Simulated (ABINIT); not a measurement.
Crystal: Zr.

```
CELL_PARAMETERS angstrom
3.23200 0.00000 0.00000
-1.61600 2.79899 0.00000
0.00000 0.00000 5.14700
ATOMIC_POSITIONS crystal
Zr 0.66667 0.33333 0.75000
Zr 0.33333 0.66667 0.25000
```

Program: ABINIT 10.8.3 (patched build). Alike in all runs: task single point; potentials or basis JTH PAW PBE v2.0; no spin polarisation; cell as given; k mesh 9 × 9 × 5; cutoff (eV) 544; smearing fermi-dirac 0.05 eV.

Task: Order these runs on this cell by their pressure, lowest first.
A. level WC
B. level PW91
C. level revPBE
D. level LDA
E. level BLYP

Result: D (-6.2 GPa), A (-3.2 GPa), B (-0.1 GPa), C (1.9 GPa), E (3.4 GPa).

Caveats: the PAW data sets were made with another functional, which shifts forces and pressure a little.

Runs at the PBE level aren't shown here.
